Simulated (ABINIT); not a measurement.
The system is HfO2.

```
CELL_PARAMETERS angstrom
5.11800 0.00000 0.00000
0.00000 5.18570 0.00000
-0.85866 0.00000 5.21387
ATOMIC_POSITIONS crystal
Hf 0.27550 0.46030 0.70800
Hf 0.72450 0.96030 0.79200
Hf 0.72450 0.53970 0.29200
Hf 0.27550 0.03970 0.20800
O 0.07420 0.16840 0.84670
O 0.92580 0.66840 0.65330
O 0.92580 0.83160 0.15330
O 0.07420 0.33160 0.34670
O 0.44870 0.74190 0.98010
O 0.55130 0.24190 0.51990
O 0.55130 0.25810 0.01990
O 0.44870 0.75810 0.48010
```

```yaml
Program: ABINIT 10.8.3 (patched build)
Task: relaxation of cell and atoms
Functional: LDA
Potentials_or_basis: JTH PAW LDA v2.0
Cutoff: 626 eV
k_mesh: 3 × 3 × 3
Occupations: fermi-dirac, width 0.05 eV
Spin: no spin polarisation
```

At the start: pressure -10.6 GPa; volume 11.53 Å³/atom.

Question: How do energy, volume and symmetry change on relaxing?

Answer: Over 7 steps the energy falls by 19.7 meV/atom and the volume is 11.03 Å³/atom (-4.4 %); space group P2_1/c (No. 14, to 0.05 Å).

The path:
| step | energy change (eV) | largest force (eV/Å) | pressure (GPa) | volume (Å³) |
| --- | --- | --- | --- | --- |
| 1 | 0.0000 | 0.3989 | -10.59 | 138.38 |
| 2 | -0.1956 | 0.3898 | -2.67 | 133.94 |
| 3 | -0.2259 | 0.2598 | 0.25 | 132.21 |
| 4 | -0.2323 | 0.0811 | 0.52 | 132.11 |
| 5 | -0.2346 | 0.0609 | 0.14 | 132.27 |
| 6 | -0.2360 | 0.0168 | -0.02 | 132.33 |
| 7 | -0.2362 | 0.0185 | -0.03 | 132.32 |

Final structure:
```
CELL_PARAMETERS angstrom
5.03818 0.00000 -0.01809
0.00000 5.11064 0.00000
-0.86370 0.00000 5.14205
ATOMIC_POSITIONS crystal
Hf 0.27759 0.45699 0.70807
Hf 0.72241 0.95699 0.79193
Hf 0.72241 0.54301 0.29193
Hf 0.27759 0.04301 0.20807
O 0.06897 0.16668 0.84371
O 0.93103 0.66668 0.65629
O 0.93103 0.83332 0.15629
O 0.06897 0.33332 0.34371
O 0.44710 0.74237 0.98033
O 0.55290 0.24237 0.51967
O 0.55290 0.25763 0.01967
O 0.44710 0.75763 0.48033
```

Caveat: the atomic spheres overlap.
